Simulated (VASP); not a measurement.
Wanted: the native input for a VASP 6.6.1 run.

```yaml
Task: relaxation of cell and atoms
Functional: r2SCAN
Dispersion: rVV10
Potentials_or_basis: VASP PAW PBE potentials, release 64 (Mg, Si)
Cutoff: 600 eV
k_mesh: 10 × 10 × 10
Occupations: gaussian, width 0.1 eV
Spin: no spin polarisation
Further_INCAR_settings: ALGO = Normal; EDIFF = 1e-07; IBRION = 2; EDIFFG = -0.005; NSW = 90; ISIF = 3
```

The structure of Mg2Si lies in POSCAR:

```
Mg2Si
1.0
    0.0000000000      3.1698179200      3.1698179200
    3.1698179200      0.0000000000      3.1698179200
    3.1698179200      3.1698179200      0.0000000000
Mg Si
2 1
Direct
    0.2500000000      0.2500000000      0.2500000000
    0.7500000000      0.7500000000      0.7500000000
    0.0000000000      0.0000000000      0.0000000000
```

The cell is a database's computed one.

These files were run (other wordings do the same):

INCAR

```
PREC = Accurate
ENCUT = 600
EDIFF = 1E-7
ISMEAR = 0
SIGMA = 0.1
LREAL = F
LASPH = T
NELM = 100
ALGO = Normal
ISIF = 3
LWAVE = F
LCHARG = F
METAGGA = R2SCAN
LMIXTAU = T
LUSE_VDW = T
IVDW_NL = 2
BPARAM = 11.95
CPARAM = 0.0093
IBRION = 2
NSW = 90
EDIFFG = -0.005
```

KPOINTS

```
Automatic mesh
0
Gamma
  10 10 10
```

Potentials or basis: VASP PAW PBE potentials, release 64 (Mg, Si).

Launch:

```sh
$ cat potpaw_PBE.64/Mg/POTCAR potpaw_PBE.64/Si/POTCAR > POTCAR
$ mpirun -np 1 vasp_std > vasp.out
```

Results of the run:

The relaxed volume is 21.02 Å³/atom and the relaxed cell is a = 4.468 Å, b = 4.468 Å, c = 4.468 Å, α = 60.00°, β = 60.00°, γ = 60.00°. The space group after relaxing (to 0.05 Å) is Fm-3m (No. 225) and the energy gained by relaxing is 0.4 meV/atom. The ionic steps are 3. The pressure after relaxing is 0.0 GPa and the band gap on the k mesh is 0.41 eV, indirect (least direct gap 2.46 eV).

Caveat: the PAW data sets were made with another functional, which shifts forces and pressure a little.

Wall time 3.6 min on 1 thread of Intel(R) Xeon(R) 6975P-C (Granite Rapids) (shared host), peak memory 0.42 GiB.
